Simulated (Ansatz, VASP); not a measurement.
# W: VASP beside Ansatz

```xyz
1
Lattice="-1.5679 1.5679 1.5679 1.5679 -1.5679 1.5679 1.5679 1.5679 -1.5679" Properties=species:S:1:pos:R:3 pbc="T T T"
W     0.0000    0.0000    0.0000
```

Alike in both runs: functional LDA; k mesh 18 × 18 × 18; occupations gaussian, width 0.1 eV; no spin polarisation.

Ansatz relaxed the structure, and its values are those at the end. VASP's run is a single point on that final structure, the one shown.

```csv
,VASP,Ansatz
version,VASP 6.6.1,Ansatz 0.2.0
potentials or method,"VASP PAW LDA potentials, release 64 (W_sv)","scalar-relativistic, plane waves, PAW"
plane-wave cutoff (eV),520,420
valence electrons in the cell,14,14
```

|  | VASP | Ansatz | Ansatz less VASP |
| --- | --- | --- | --- |
| gap on the k mesh at the Fermi level (eV) | none | none | - |
| pressure (GPa) | 2.0 | 0.0 | -1.96 |

A gap of «none» marks a metal or a gap that the smearing closes.

The runs have no spin-orbit coupling, so splittings on W are missing.
